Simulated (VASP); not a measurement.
Al: single point with PBEsol

Al:

```
CELL_PARAMETERS angstrom
2.67183 0.00000 0.00000
-1.33592 2.31387 0.00000
0.00000 0.00000 4.98852
ATOMIC_POSITIONS crystal
Al 0.66667 0.33333 0.75000
Al 0.33333 0.66667 0.25000
```

The cell isn't the ideal one: strain -0.050 along x and y, +0.025 along z, atoms carried along.

- Program: VASP 6.6.1
- Task: single point
- Functional: PBEsol
- Potentials or basis: VASP PAW PBE potentials, release 64 (Al)
- Cutoff: 520 eV
- k mesh: 21 × 21 × 10
- Occupations: gaussian, width 0.15 eV
- Spin: no spin polarisation

```yaml
Pressure: 7.3 GPa
Band_gap_on_the_k_mesh: none (metal or under the smearing width)
```

Stress tensor (GPa, compression positive):
```
11.52  0.00  0.00
 0.00 11.52  0.00
 0.00  0.00 -1.00
```

Levels at points of the mesh, in eV from the Fermi level:
```tsv
k point	band 1	band 2	band 3	band 4	band 5	band 6	band 7	band 8
(0.00, 0.00, 0.00)	-11.59	-6.06	-5.47	9.96	10.78	13.13	13.13	13.43
(0.00, 0.00, 0.50)	-10.11	-10.11	1.22	1.22	13.84	13.84	13.84	13.84
```

Run time: 38 s on 1 thread of Intel(R) Xeon(R) Platinum 8488C (Sapphire Rapids) (shared host), peak memory 0.19 GiB.

Caveat: the PAW data sets were made with another functional, which shifts forces and pressure a little.
